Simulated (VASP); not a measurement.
Crystal: CdTe.

```
Cd Te
1.0
     0.00000    3.28211    3.28211
     3.28211    0.00000    3.28211
     3.28211    3.28211    0.00000
Cd Te
1 1
Direct
  0.00000 0.00000 0.00000
  0.75000 0.75000 0.75000
```

The cell is a database's computed one.

Base run:

```yaml
Program: VASP 6.6.1
Functional: PBEsol
Potentials_or_basis: VASP PAW PBE potentials, release 64 (Cd, Te)
Cutoff: 520 eV
k_mesh: 7 × 7 × 7
Occupations: fermi-dirac, width 0.01 eV
Spin: no spin polarisation
```

Its results: band gap on the k mesh 0.55 eV, direct; pressure -1.2 GPa.

Task: The run is repeated on the same cell with these changes: functional from PBEsol to PBE; further incar settings from ALGO = Fast; EDIFF = 1e-08; NBANDS = 16 to ALGO = Normal; EDIFF = 1e-08; NBANDS = 16. What comes out?

Result: Band gap on the k mesh 0.66 eV, direct; pressure 1.0 GPa.

Caveats: spin-orbit coupling is left out, which moves the levels of the heavy elements; an odd mesh through Γ misses points on the zone boundary, where band edges often lie; the PAW data sets were made with another functional, which shifts forces and pressure a little (some runs).

Not every run made on this cell is shown here.
